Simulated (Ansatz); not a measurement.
# Straining AgI

Method: Ansatz 0.2.0, DFT PBE, scalar-relativistic, plane waves, PAW. Settings: 420 eV cutoff, 6×6×4 k-mesh, Gaussian smearing of 0.02 eV, no spin polarisation.

The relaxed crystal:

```xyz
4
Lattice="4.6863 0.0000 0.0000 -2.3431 4.0584 0.0000 0.0000 0.0000 7.6611" Properties=species:S:1:pos:R:3 pbc="T T T"
Ag    0.0000    2.7056    0.0188
Ag    2.3431    1.3528    3.8493
I     0.0000    2.7056    2.8917
I     2.3431    1.3528    6.7223
```

Deformation: biaxial strain in the a-b plane, with the length and tilt of c and the atoms relaxed, all within the symmetry that the strain leaves. Energies are extrapolated to zero smearing. Gaps are Kohn–Sham gaps over the whole zone.

Spin-orbit coupling is left out, which matters for the bands and energies of heavy elements.

Problem. Give the structure at -4.5 %.

Solution.
```xyz
4
Lattice="4.4754 0.0000 0.0000 -2.2377 3.8758 0.0000 0.0000 0.0000 8.0277" Properties=species:S:1:pos:R:3 pbc="T T T"
Ag    0.0000    2.5839    0.1164
Ag    2.2377    1.2919    4.1303
I     0.0000    2.5839    2.9333
I     2.2377    1.2919    6.9472
```
Space group P6_3mc (186), 16.5 meV/atom over the relaxed crystal.